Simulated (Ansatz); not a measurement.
**Tungsten (simple cubic) across density functionals**

All rows: Ansatz, plane waves with scalar-relativistic PAW, 420 eV (500 eV for the SCAN forms), relaxed under each functional, no dispersion correction, no zero-point motion. B₀ comes from uniform scaling at fixed shape; a dash is a value not given.

```json
{"functional": "PBE", "V (Å³/atom)": "18.35", "cell": "a = 2.638 Å", "B₀ (GPa)": "215", "magnetic state": "spin not included", "ΔE to bcc (meV/atom)": "1442"}
{"functional": "r²SCAN", "V (Å³/atom)": "18.03", "cell": "a = 2.622 Å", "B₀ (GPa)": "224", "magnetic state": "spin not included", "ΔE to bcc (meV/atom)": "1549"}
{"functional": "PBEsol", "V (Å³/atom)": "17.77", "cell": "a = 2.610 Å", "B₀ (GPa)": "226", "magnetic state": "spin not included", "ΔE to bcc (meV/atom)": "1490"}
{"functional": "revPBE", "V (Å³/atom)": "18.54", "cell": "a = 2.647 Å", "B₀ (GPa)": "209", "magnetic state": "spin not included", "ΔE to bcc (meV/atom)": "1437"}
{"functional": "RPBE", "V (Å³/atom)": "18.61", "cell": "a = 2.650 Å", "B₀ (GPa)": "207", "magnetic state": "spin not included", "ΔE to bcc (meV/atom)": "1434"}
```

(1) What does BLYP give?

Answers

(1) V (Å³/atom): 19.09; cell: a = 2.673 Å; B₀ (GPa): 192; magnetic state: spin not included; ΔE to bcc (meV/atom): 1150.
